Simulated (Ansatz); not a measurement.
Yb, DFT, PBEsol, PAW with Ansatz's default frozen-core files, scalar-relativistic (Ansatz 0.2.0), run on 1 thread of Arm Neoverse V1 on a shared host.

The cell comes from COD entry 9010997, which wasn't checked; take it as a given geometry.

Command: `ansatz run input.yaml --threads 1 --pin off --max-ram 3072MiB --backend cpu --events-out ev --progress --plain --runs-dir out`

```yaml
crystal:
  lattice:
    - [0.0, 2.7431, 2.7431]
    - [2.7431, 0.0, 2.7431]
    - [2.7431, 2.7431, 0.0]
  atoms:
    - { symbol: Yb, position: [0.0, 0.0, 0.0] }
kpoints:
  mp_grid: { grid: [12, 12, 12] }
  band_path:
    path:
      - [0.0, 0.0, 0.0]
      - [0.5, 0.0, 0.5]
      - [0.625, 0.25, 0.625]
      - [0.375, 0.375, 0.75]
      - [0.0, 0.0, 0.0]
      - [0.5, 0.5, 0.5]
      - [0.5, 0.25, 0.75]
      - [0.5, 0.0, 0.5]
    npoints: 5
scf:
  occupations: { method: fermi_dirac, width: 0.05 }
hamiltonian:
  xc: pbesol
  pseudopotentials: { kind: paw }
output:
  forces: true
  stress: true
  eigenvalues: true
  efg: { contact_densities: true }
  write_density: true
  write_potential: true
  elf: true
  volumetric_format: npy
```

Problem. How large is the problem that the program sets up?

Solution. 72 irreducible k-points, 869 plane waves at Γ, 16 bands.

Problem. About how long does it take, and how much memory does it use?

Solution. 6.2 s of wall time for 8 SCF iterations, with a peak of 0.39 GiB. Times on shared machines scatter by tens of per cent.

Problem. And the same cell and mesh by full-potential LAPW, asked for forces, stress, eigenvalues and the same band path, on the same hardware?

Solution. 32 s, peak memory 0.32 GiB.
